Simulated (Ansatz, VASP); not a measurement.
# AlRu in VASP and in Ansatz

File INCAR:

```
PREC = Accurate ; ENCUT = 520
EDIFF = 1E-6 ; ISMEAR = 0
SIGMA = 0.15 ; LREAL = False
LASPH = True ; NELM = 100
ALGO = Fast ; ISIF = 2
LWAVE = False ; LCHARG = False
GGA = PS ; NBANDS = 16
```

Contents of KPOINTS:

```
Automatic mesh
0
Gamma
  18 18 18
```

File POSCAR:

```
AlRu
1.0
    2.8980505923      0.0000000000      0.0000000000
    0.0000000000      2.8980505923      0.0000000000
    0.0000000000      0.0000000000      3.1878556515
Al Ru
1 1
Direct
    0.0000000000      0.0000000000      0.0000000000
    0.5000000000      0.5000000000      0.5000000000
```

Input for Ansatz:

```yaml
crystal:
  lattice:
    - [2.8980505923, 0.0, 0.0]
    - [0.0, 2.8980505923, 0.0]
    - [0.0, 0.0, 3.1878556515]
  atoms:
    - { symbol: Al, position: [0.0, 0.0, 0.0] }
    - { symbol: Ru, position: [0.5, 0.5, 0.5] }
basis:
  ecutwfc: 420
kpoints:
  mp_grid: { grid: [18, 18, 18] }
hamiltonian:
  xc: pbesol
scf:
  occupations: { method: gaussian, width: 0.15 }
output:
  forces: true
  stress: true
  eigenvalues: true
```

Alike in both runs: task single point; functional PBEsol; k mesh 18 × 18 × 18; occupations gaussian, width 0.15 eV; no spin polarisation.

```csv
,VASP,Ansatz
version,VASP 6.6.1,Ansatz 0.2.0
potentials or method,"VASP PAW PBE potentials, release 64 (Al, Ru_pv)","scalar-relativistic, plane waves, PAW"
plane-wave cutoff (eV),520,420
valence electrons in the cell,17,19
```

```csv
,VASP,Ansatz,Ansatz less VASP
gap on the k mesh at the Fermi level (eV),none,none,-
pressure (GPa),-2.2,-2.4,-0.13
largest component of the traceless stress (GPa),10.19,10.17,-0.028
```

A gap of «none» marks a metal or a gap that the smearing closes. The two sets of potentials don't hold the same shells in valence.

Caveats: the PAW data sets were made with another functional, which shifts forces and pressure a little (VASP).
